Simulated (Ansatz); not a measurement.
The system is Bi.

```
Bi
1.0
    -1.98143    1.98143    1.98143
     1.98143   -1.98143    1.98143
     1.98143    1.98143   -1.98143
Bi
1
Direct
  0.00000 0.00000 0.00000
```

This isn't the form of Bi at room conditions, which is rhombohedral.

Base run:

| Item | Value |
| --- | --- |
| Program | Ansatz 0.2.0 |
| Functional | LDA |
| Potentials or basis | Ansatz PAW |
| Cutoff | 420 eV |
| Density cutoff | 1680 eV |
| k mesh | 9 × 9 × 9 |
| Occupations | fermi-dirac, width 0.05 eV |
| Spin | no spin polarisation |

Its results: band gap on the k mesh none (metal or under the smearing width); pressure -3.3 GPa.

After a change of settings the same cell gave: band gap on the k mesh none (metal or under the smearing width); pressure -2.0 GPa. Which change was it?
A. functional from LDA to r2SCAN; cutoff from 420 eV to 500 eV; density cutoff from 1680 eV to 2000 eV; k mesh from 9 × 9 × 9 to 5 × 5 × 5
B. functional from LDA to PBEsol
C. k mesh from 9 × 9 × 9 to 5 × 5 × 5

B.

PBEsol binds less tightly than LDA, so the same cell stands under more pressure.

Caveats: spin-orbit coupling is left out, which moves the levels of the heavy elements; the PAW data sets come from PBE, with cores solved anew for the run's functional, which leaves a small shift of forces and pressure.

Not every run made on this cell is shown here.
